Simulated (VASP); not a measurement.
Runs of VASP 6.6.1 on HgSe. The structure is cubic, space group F-43m (No. 216). Conventional cell: a = 6.078 Å, b = 6.078 Å, c = 6.078 Å, α = 90.00°, β = 90.00°, γ = 90.00°. Hg (site symmetry -43m) has 4 Se at 2.63 Å as nearest neighbours. Se (site symmetry -43m) has 4 Hg at 2.63 Å as nearest neighbours. 

```csv
task,level,cell,cutoff (eV),smearing,gap on the mesh (eV),pressure (GPa),relaxed volume (Å³/atom)
relaxation of cell and atoms,PBEsol+D3(BJ),relaxed,600,fermi-dirac 0.05 eV,none,0.0,(a)
relaxation of cell and atoms,PBE+D3,relaxed,600,fermi-dirac 0.05 eV,none,0.0,29.37
relaxation of cell and atoms,PBE+MBD,relaxed,600,fermi-dirac 0.05 eV,none,0.0,30.02
relaxation of cell and atoms,PBE+TS,relaxed,600,fermi-dirac 0.05 eV,none,0.0,29.58
relaxation of cell and atoms,PBEsol+D3,relaxed,600,fermi-dirac 0.05 eV,none,0.0,27.96
relaxation of cell and atoms,PBE+D3(BJ),relaxed,600,fermi-dirac 0.05 eV,none,0.0,29.55
single point,PBE,as given,520,gaussian 0.028 eV,none,5.0,-
relaxation of cell and atoms,PBE+D4,relaxed,600,fermi-dirac 0.05 eV,none,0.0,29.55
relaxation of cell and atoms,PBE+rVV10,relaxed,600,fermi-dirac 0.05 eV,none,0.0,(b)
```

Alike in all rows: potentials or basis VASP PAW PBE potentials, release 64 (Hg, Se); no spin polarisation; k mesh 8 × 8 × 8.

Estimate the missing entries.

(a) 28.12; (b) 30.15.

Caveats: pairwise dispersion overbinds metals, which lowers pressure and volume (some runs); the PAW data sets were made with another functional, which shifts forces and pressure a little (some runs); atom-pairwise D2, TS and ULG terms overbind metals (some runs).

A k mesh can miss the band edges, and the runs leave out spin-orbit coupling on Hg, Se.

A gap of «none» marks a metal or a gap under the smearing width.
